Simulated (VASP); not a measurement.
CuI2, 6 atoms in the cell. Symmetry: Fm-3m, No. 225, cubic system. The conventional cell has a = 7.023 Å, b = 7.023 Å, c = 7.023 Å, α = 90.00°, β = 90.00°, γ = 90.00°. Around Cu (site symmetry m-3m) lie 8 I at 3.04 Å. I (site symmetry -43m) is surrounded by 4 Cu at 3.04 Å. The cell comes from a database or a generator and needn't be the stable form of this composition.

```yaml
Program: VASP 6.6.1
Task: single point
Functional: r2SCAN
Potentials_or_basis: VASP PAW PBE potentials, release 64 (Cu, I)
Cutoff: 520 eV
k_mesh: 5 × 5 × 5
Occupations: gaussian, width 0.05 eV
Spin: collinear spin, antiferromagnetic start
Starting_moments: "[0.6, -0.6, 0.0, 0.0, 0.0, 0.0] μB"
Hubbard_terms: Cu d U = 7 eV
Supercell_matrix: "[1, 1, 0, -1, 1, 0, 0, 0, 1]"
Further_INCAR_settings: ALGO = Normal; EDIFF = 1e-06
```

Potentials or basis: VASP PAW PBE potentials, release 64 (Cu, I).

Command:

```sh
$ cat potpaw_PBE.64/Cu/POTCAR potpaw_PBE.64/I/POTCAR > POTCAR
$ mpirun -np 1 vasp_std > vasp.out
```

Hardware: 1 thread of Intel(R) Xeon(R) Platinum 8375C CPU @ 2.90GHz (Ice Lake), on a shared host.

Q: Estimate the wall time of this run.

A: It took 12 min on 1 thread of Intel(R) Xeon(R) Platinum 8375C CPU @ 2.90GHz (Ice Lake) (shared host), peak memory 0.51 GiB. Counts: scf iterations 19, k points 18.
